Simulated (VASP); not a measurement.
# TePb (Fm-3m) in VASP: settings compared, part 2 of 2

VASP 6.6.1. The steps go on from the part before.

### 5 Relaxation of cell and atoms, HSE06

This run uses another cell than the first one, of 33.44 Å³/atom, 0.992 times its volume.

POSCAR

```
TePb                                    
1.0
    0.0000000000      3.2218515824      3.2218515824
    3.2218515824      0.0000000000      3.2218515824
    3.2218515824      3.2218515824     -0.0000000000
  Te              Pb            
     1     1
Direct
     0.5000000000000000    0.5000000000000000    0.5000000000000000
     0.0000000000000000    0.0000000000000000    0.0000000000000000
```

INCAR.step1

```
  PREC = Accurate
  ENCUT = 520
  EDIFF = 1E-5
  ISMEAR = 0
  SIGMA = 0.03
  LREAL = F
  LASPH = T
  NELM = 80
  ALGO = Normal
  LWAVE = T
  LCHARG = F
  KPAR = 4
  GGA = PE
```

INCAR.step2

```
  PREC = Accurate
  ENCUT = 520
  EDIFF = 1E-6
  ISMEAR = 0
  SIGMA = 0.03
  LREAL = F
  LASPH = T
  NELM = 80
  ALGO = Normal
  ISIF = 3
  LWAVE = F
  LCHARG = F
  GGA = PE
  LHFCALC = T
  HFSCREEN = 0.2
  PRECFOCK = Fast
  IBRION = 2
  NSW = 25
  EDIFFG = -0.01
  KPAR = 4
  ISTART = 1
```

KPOINTS

```
Automatic mesh
0
Gamma
  6 6 6
```

Potentials or basis: VASP PAW PBE potentials, release 64 (Te, Pb_d).

The run is started by

```sh
cat potpaw_PBE.64/Te/POTCAR potpaw_PBE.64/Pb_d/POTCAR > POTCAR
cp INCAR.step1 INCAR
mpirun -np 4 vasp_std > vasp.out
cp INCAR.step2 INCAR
mpirun -np 4 vasp_std > vasp.out
```

OUTCAR:

```text
PREC = Accurate
   ENCUT = 520
   EDIFF = 1E-6
   ISMEAR = 0
   LREAL = F
   LASPH = T
   NELM = 80
   ISIF = 3
   GGA = PE
   LHFCALC = T
   HFSCREEN = 0.2
   PRECFOCK = Fast
   IBRION = 2
   NSW = 25
   EDIFFG = -0.01
   ISTART = 1

 ion  position               nearest neighbor table
   1  0.500  0.500  0.500-   2 3.22   2 3.22   2 3.22   2 3.22   2 3.22   2 3.22
   2  0.000  0.000  0.000-   1 3.22   1 3.22   1 3.22   1 3.22   1 3.22   1 3.22

  LATTYP: Found a face centered cubic cell.
 ALAT       =     6.4437031648

  Lattice vectors:

 A1 = (   0.0000000000,   3.2218515824,   3.2218515824)
 A2 = (   3.2218515824,   0.0000000000,   3.2218515824)
 A3 = (   3.2218515824,   3.2218515824,   0.0000000000)
[... 284 lines left out ...]

--------------------------------------- Ionic step        8  -------------------------------------------

 number of electron      20.0000003 magnetization

------------------------ aborting loop because EDIFF is reached ----------------------------------------
[... 67 lines left out ...]
--------------------------------------- Ionic step       10  -------------------------------------------

 number of electron      20.0000003 magnetization

 Free energy of the ion-electron system (eV)
  ---------------------------------------------------
  ext. energy  EPLUGINS =         0.00000000
  ---------------------------------------------------
  free energy    TOTEN  =        -9.00645625 eV

  energy without entropy =       -9.00645625  energy(sigma->0) =       -9.00645625

 E-fermi :   5.2342     XC(G=0):  -7.6710

 val. band max:        5.0652196864   @ k =   0.5000   0.0000   0.0000
 cond. band min:       6.2092511489   @ k =   0.5000   0.0000   0.0000
 fundamental gap:      1.1440314626
 Fermi energy:         5.2342139044

 k-point     1 :       0.0000    0.0000    0.0000
  band No.  band energies     occupation
      1     -13.4648      2.00000
      2     -13.4648      2.00000
      3     -13.4492      2.00000
      4     -13.4492      2.00000
      5     -13.4492      2.00000
      6      -8.0279      2.00000
      7      -0.9234      2.00000
      8       3.5655      2.00000
      9       3.5655      2.00000
     10       3.5655      2.00000
     11       9.8189      0.00000
     12       9.8189      0.00000
     13       9.8189      0.00000
     14      11.5005      0.00000
[... 282 lines left out ...]
  FREE ENERGIE OF THE ION-ELECTRON SYSTEM (eV)
  ---------------------------------------------------
  free  energy   TOTEN  =        -9.0064562509 eV

  energy  without entropy=       -9.0064562509  energy(sigma->0) =       -9.00645625

 reached required accuracy - stopping structural energy minimisation
```

OUTCAR.step1:

```text
PREC = Accurate
   ENCUT = 520
   EDIFF = 1E-5
   ISMEAR = 0
   LREAL = F
   LASPH = T
[... 482 lines left out ...]
 -----------------------------------------------------------------------------------
      3.22185      3.22185      3.22185         0.000000     -0.000000      0.000000
      0.00000      0.00000      0.00000        -0.000000      0.000000     -0.000000
 -----------------------------------------------------------------------------------
    total drift:                               -0.000000      0.000000      0.000000

  FREE ENERGIE OF THE ION-ELECTRON SYSTEM (eV)
  ---------------------------------------------------
  free  energy   TOTEN  =        -7.4937161874 eV

  energy  without entropy=       -7.4937161874  energy(sigma->0) =       -7.49371619
```

OSZICAR.step1:

```text
N       E                     dE             d eps       ncg     rms          rms(c)
DAV:   1     0.153940417179E+03    0.15394E+03   -0.92356E+03   448   0.138E+03
DAV:   2     0.396513038481E+01   -0.14998E+03   -0.14750E+03   466   0.339E+02
DAV:   3    -0.732284318036E+01   -0.11288E+02   -0.11249E+02   604   0.994E+01
DAV:   4    -0.760242978658E+01   -0.27959E+00   -0.27951E+00   550   0.185E+01
DAV:   5    -0.761177603540E+01   -0.93462E-02   -0.93461E-02   604   0.300E+00    0.344E+00
DAV:   6    -0.749538984995E+01    0.11639E+00   -0.27448E-01   622   0.434E+00    0.215E+00
DAV:   7    -0.749201961587E+01    0.33702E-02   -0.86977E-02   548   0.170E+00    0.915E-01
DAV:   8    -0.749367071547E+01   -0.16511E-02   -0.94583E-03   526   0.116E+00    0.159E-01
DAV:   9    -0.749368031105E+01   -0.95956E-05   -0.98617E-04   636   0.390E-01    0.559E-02
DAV:  10    -0.749370818462E+01   -0.27874E-04   -0.11665E-04   490   0.937E-02    0.226E-02
DAV:  11    -0.749371618739E+01   -0.80028E-05   -0.45240E-05   496   0.623E-02
   1 F= -.74937162E+01 E0= -.74937162E+01  d E =-.270354E-14
```

It took 29 min on 4 MPI ranks of Intel Xeon 6975P-C (Granite Rapids), shared host; peak memory 0.35 GiB.

Results:

```
Free energy                            : -9.0065 eV
Relaxed volume                         : 34.46 Å³/atom
Relaxed cell                           : a = 4.602 Å, b = 4.602 Å, c = 4.602 Å, α = 60.00°, β = 60.00°, γ = 60.00°
Space group after relaxing (to 0.05 Å) : Fm-3m (No. 225)
Energy gained by relaxing              : 4.2 meV/atom
Ionic steps                            : 10
Pressure after relaxing                : 0.0 GPa
Band gap on the k mesh                 : 1.14 eV, direct
```

The path:
| step | energy change (eV) | largest force (eV/Å) | pressure (GPa) | volume (Å³) |
| --- | --- | --- | --- | --- |
| 1 | 0.0000 | 0.0000 | 1.35 | 66.89 |
| 2 | -0.0075 | 0.0000 | -0.26 | 69.66 |
| 3 | -0.0085 | 0.0000 | -0.07 | 69.00 |
| 4 | -0.0085 | 0.0000 | -0.05 | 68.90 |
| 5 | -0.0084 | 0.0000 | 0.12 | 68.68 |
| 6 | -0.0085 | 0.0000 | 0.11 | 68.83 |
| 7 | -0.0085 | 0.0000 | 0.08 | 68.85 |
| 8 | -0.0085 | 0.0000 | 0.05 | 68.90 |
| 9 | -0.0085 | 0.0000 | 0.06 | 68.91 |
| 10 | -0.0085 | 0.0000 | 0.03 | 68.93 |

Final structure:
```
Te Pb
1.0
     0.00000    3.25425    3.25425
     3.25425    0.00000    3.25425
     3.25425    3.25425    0.00000
Te Pb
1 1
Direct
  0.50000 0.50000 0.50000
  0.00000 0.00000 0.00000
```

Caveat: the PAW data sets were made with another functional, which shifts forces and pressure a little; spin-orbit coupling is left out, which as a rule narrows the gap of such compounds by several tenths of an eV. Zero-point motion and thermal expansion aren't in these numbers.

### 6 Overview

```tsv
level	k mesh	cutoff (eV)	grid for exact exchange (PRECFOCK)	screening parameter	gap on the mesh (eV)	pressure (GPa)	relaxed volume (Å³/atom)
PBE	8 × 8 × 8	600	-	-	0.83	0.0	-
PBEsol	8 × 8 × 8	600	-	-	0.65	0.0	33.44
HSE06	6 × 6 × 6	520	Fast	0.2 1/A	1.14	0.0	34.46
```

Alike in all rows: task relaxation of cell and atoms; potentials or basis VASP PAW PBE potentials, release 64 (Te, Pb_d); no spin polarisation; cell relaxed; smearing gaussian 0.03 eV.

Caveats: spin-orbit coupling is left out, which as a rule narrows the gap of such compounds by several tenths of an eV; the PAW data sets were made with another functional, which shifts forces and pressure a little (some runs); the relaxation stopped at its first step, so nothing moved (some runs).

Total energies depend on the potentials used, so only differences within one code and one set of settings carry meaning.
